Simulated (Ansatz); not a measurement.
Crystal: MnS.

```
Mn S
1.0
     0.00000    2.47346    2.47346
     2.47346    0.00000    2.47346
     2.47346    2.47346    0.00000
Mn S
1 1
Direct
  0.00000 0.00000 0.00000
  0.75000 0.75000 0.75000
```

The cell is a database's computed one.

Base run:

```yaml
Program: Ansatz 0.2.0
Functional: LDA
Potentials_or_basis: all-electron LAPW, scalar-relativistic
Cutoff: 344 eV (chosen from the basis error)
Basis_error_allowed: 0.001 eV/atom
k_mesh: 9 × 9 × 9
Occupations: fermi-dirac, width 0.05 eV
Spin: collinear spin, ferromagnetic start
Starting_moments: "[4.0, 0.0] μB"
```

Its results: pressure -6.9 GPa; net moment -0.14 μB per cell; site moments Mn -0.14; S +0.00 μB.

Q: The run is repeated on the same cell with these changes: functional from LDA to PBEsol. What comes out?

A: Pressure -3.0 GPa; net moment 0.24 μB per cell; site moments Mn +0.23; S -0.00 μB.

PBEsol binds less tightly than LDA, so the same cell stands under more pressure.

Caveats: the moment fell far below its start of 4 μB, so a state of higher moment may lie lower in energy; the starting moments weren't kept.
